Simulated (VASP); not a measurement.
**A VASP 6.6.1 relaxation on NaF**

INCAR

```
ADDGRID = .TRUE.
ENCUT = 600
GGA = PS
LWAVE = .FALSE.
NSW = 40
EDIFFG = -5E-3
LREAL = .FALSE.
SIGMA = 0.02
PREC = Accurate
IBRION = 2
ISMEAR = -1
EDIFF = 1E-7
LCHARG = .FALSE.
ISIF = 3
NBANDS = 14
LASPH = .TRUE.
NELM = 85
```

KPOINTS

```
KPOINTS created by Atomic Simulation Environment
0
Gamma
8 8 8
0 0 0
```

POSCAR

```
Na F
 1.0000000000000000
     2.8648043891630715    0.0000000000000000   -0.0000000000000000
     0.0000000000000000    2.8648043891630715    0.0000000000000000
     0.0000000000000000    0.0000000000000000    2.8648043891630715
 Na  F
   1   1
Cartesian
  0.0000000000000000  0.0000000000000000 -0.0000000000000000
  1.4324021945815355  1.4324021945815355  1.4324021945815355
```

The recommended PBE PAW datasets give the neutral cell 14 valence electrons.

Command

```
mpirun -np 1 vasp_std
```

Q: How does this run end, and what does it give?

A: It converged. Results: relaxed cell vector lengths 2.813, 2.813, 2.813 Å; relaxed cell volume 22.26 Å³.

OSZICAR

```
N       E                     dE             d eps       ncg     rms          rms(c)
DAV:   1     0.115262937812E+03    0.11526E+03   -0.83694E+03   992   0.138E+03
DAV:   2    -0.346752190115E+01   -0.11873E+03   -0.11095E+03  1094   0.367E+02
DAV:   3    -0.920381948280E+01   -0.57363E+01   -0.57257E+01  1106   0.711E+01
DAV:   4    -0.925168301921E+01   -0.47864E-01   -0.47861E-01  1124   0.693E+00
DAV:   5    -0.925214213864E+01   -0.45912E-03   -0.45912E-03  1142   0.680E-01    0.467E+00
DAV:   6    -0.852369284387E+01    0.72845E+00   -0.22271E+00  1172   0.137E+01    0.176E+00
DAV:   7    -0.849289957833E+01    0.30793E-01   -0.28810E-02  1044   0.289E+00    0.998E-01
DAV:   8    -0.847735447241E+01    0.15545E-01   -0.25152E-02  1046   0.432E+00    0.142E-01
DAV:   9    -0.847765185293E+01   -0.29738E-03   -0.31015E-03  1204   0.683E-01    0.707E-02
DAV:  10    -0.847765312652E+01   -0.12736E-05   -0.53336E-04  1094   0.202E-01    0.379E-02
...
   3 F= -.84882573E+01 E0= -.84882573E+01  d E =-.106180E-01
       N       E                     dE             d eps       ncg     rms          rms(c)
DAV:   1    -0.849686159658E+01   -0.86043E-02   -0.13622E-01  1094   0.546E+00    0.721E-01
DAV:   2    -0.848931263461E+01    0.75490E-02   -0.23638E-02  1174   0.144E+00    0.193E-01
DAV:   3    -0.848875826601E+01    0.55437E-03   -0.62656E-04  1096   0.589E-01    0.103E-01
DAV:   4    -0.848853307278E+01    0.22519E-03   -0.12562E-04  1250   0.342E-01    0.129E-02
DAV:   5    -0.848852387000E+01    0.92028E-05   -0.18378E-05  1248   0.698E-02    0.292E-03
DAV:   6    -0.848852268276E+01    0.11872E-05   -0.17316E-06  1172   0.206E-02    0.115E-03
DAV:   7    -0.848852274053E+01   -0.57769E-07   -0.51963E-08   550   0.309E-03
   4 F= -.84885227E+01 E0= -.84885227E+01  d E =-.108834E-01
```

```json
{"ionic step": "1", "ΔE (meV/atom)": "0.0", "volume (Å³)": "23.51", "largest force (eV/Å)": "0.000", "pressure (GPa)": "-2.60", "electronic steps": "13"}
{"ionic step": "2", "ΔE (meV/atom)": "-4.1", "volume (Å³)": "22.87", "largest force (eV/Å)": "0.000", "pressure (GPa)": "-1.33", "electronic steps": "7"}
{"ionic step": "3", "ΔE (meV/atom)": "-5.3", "volume (Å³)": "22.44", "largest force (eV/Å)": "0.000", "pressure (GPa)": "-0.40", "electronic steps": "7"}
{"ionic step": "4", "ΔE (meV/atom)": "-5.4", "volume (Å³)": "22.26", "largest force (eV/Å)": "0.000", "pressure (GPa)": "0.00", "electronic steps": "7"}
```

For comparison, a separate PBEsol relaxation on usual settings, not on those above, ends at 22.26 Å³.
